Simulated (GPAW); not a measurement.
A run of GPAW 26.7.0 is set up as follows.

File run.py:

```python
from ase.dft.bandgap import bandgap
from ase.io import read, write
from ase.units import GPa
from gpaw import GPAW, PW

atoms = read('MoSe2.cif')

calc = GPAW(mode=PW(1200),
            xc='PBE',
            kpts={'size': (6, 6, 2), 'gamma': True},
            occupations={'name': 'fermi-dirac', 'width': 0.05},
            nbands=46,
            convergence={'density': 1e-05, 'energy': 1e-05},
            maxiter=75,
            txt='gpaw.txt')
atoms.calc = calc
energy = atoms.get_potential_energy()
forces = atoms.get_forces()
stress = atoms.get_stress()
calc.write('gs.gpw')
write('result.traj', atoms)
print(f'Energy: {energy:.6f} eV')
print('Forces (eV/A):')
print(forces.round(4))
print('Stress (GPa):', (stress / GPa).round(3))
print('Fermi level:', round(calc.get_fermi_level(), 4), 'eV')
print(f'Gap: {bandgap(calc)[0]:.4f} eV, direct: {bandgap(calc, direct=True)[0]:.4f} eV')
```

File MoSe2.cif:

```cif
data_MoSe2
_cell_length_a 3.28800000
_cell_length_b 3.28800000
_cell_length_c 12.90000000
_cell_angle_alpha 90.00000000
_cell_angle_beta 90.00000000
_cell_angle_gamma 120.00000000
_space_group_name_H-M_alt 'P6_3/mmc'
_space_group_name_Hall '-P 6c 2c'
_space_group_IT_number 194
loop_
_space_group_symop_operation_xyz
'x,y,z'
'-x,-y,-z'
'x-y,x,z+1/2'
'-x+y,-x,-z+1/2'
'-y,x-y,z'
'y,-x+y,-z'
'-x,-y,z+1/2'
'x,y,-z+1/2'
'-x+y,-x,z'
'x-y,x,-z'
'y,-x+y,z+1/2'
'-y,x-y,-z+1/2'
'-y,-x,-z+1/2'
'y,x,z+1/2'
'-x,-x+y,-z'
'x,x-y,z'
'-x+y,y,-z+1/2'
'x-y,-y,z+1/2'
'y,x,-z'
'-y,-x,z'
'x,x-y,-z+1/2'
'-x,-x+y,z+1/2'
'x-y,-y,-z'
'-x+y,y,z'
loop_
_atom_site_label
_atom_site_type_symbol
_atom_site_symmetry_multiplicity
_atom_site_Wyckoff_symbol
_atom_site_fract_x
_atom_site_fract_y
_atom_site_fract_z
_atom_site_occupancy
Mo1 Mo 2 c 0.6666666667 0.3333333333 0.7500000000 1
Se1 Se 4 f 0.6666666667 0.3333333333 0.3750000000 1
```

Potentials or basis: GPAW PAW data sets (gpaw-data 1.2.1), pw.

Command:

```console
$ OMP_NUM_THREADS=1 python run.py
```

Question: Estimate the band gap on the k mesh.

Answer: 0.87 eV, indirect (least direct gap 1.36 eV).

Question: What does it give for the pressure?

Answer: 8.0 GPa.

Question: Predict the largest force.

Answer: 1.104 eV/Å.

Forces on the atoms (eV/Å):
```
Mo   0.000  0.000  0.000
Mo   0.000  0.000  0.000
Se   0.000  0.000  1.104
Se   0.000  0.000 -1.104
Se   0.000  0.000  1.104
Se   0.000  0.000 -1.104
```

Caveat: the k mesh is coarse; the cell's inner coordinates are idealised or old, which leaves forces on the atoms; this functional lacks dispersion, which binds the layers, so the pressure and a relaxed spacing across them are unreliable. A hybrid or GW would open this gap; PBE tends to underestimate it.
